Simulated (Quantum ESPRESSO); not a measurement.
The system is Mn3Si.

```
Mn Si
1.0
     0.00000    2.86100    2.86100
     2.86100    0.00000    2.86100
     2.86100    2.86100    0.00000
Mn Si
3 1
Direct
  0.75000 0.75000 0.75000
  0.25000 0.25000 0.25000
  0.50000 0.50000 0.50000
  0.00000 0.00000 0.00000
```

Base run:

```yaml
Program: Quantum ESPRESSO 7.5
Functional: PBEsol
Potentials_or_basis: GBRV 1.5 PBEsol
Cutoff: 612 eV
Density_cutoff: 4898 eV
k_mesh: 7 × 7 × 7
Occupations: fermi-dirac, width 0.05 eV
Spin: collinear spin, ferromagnetic start
Starting_moments: "[4.0, 4.0, 4.0, 0.0] μB"
Hubbard_terms: Mn d U = 5 eV
```

Its results: band gap on the k mesh none (metal or under the smearing width); pressure 41.7 GPa; net moment 11.02 μB per cell; site moments Mn +3.49, +3.90; Si -0.21 μB.

Q: The run is repeated on the same cell with these changes: hubbard terms from Mn d U = 5 eV to Mn d U = 1 eV. What comes out?

A: Band gap on the k mesh none (metal or under the smearing width); pressure -0.6 GPa; net moment 6.89 μB per cell; site moments Mn +2.60, +1.62; Si -0.11 μB.

Caveats: the U is typed as a test and isn't derived for this compound; a pressure of tens of GPa on the cell as given is suspect, and the run, the potentials or the cell itself is likely at fault (some runs).

Not every run made on this cell is shown here.
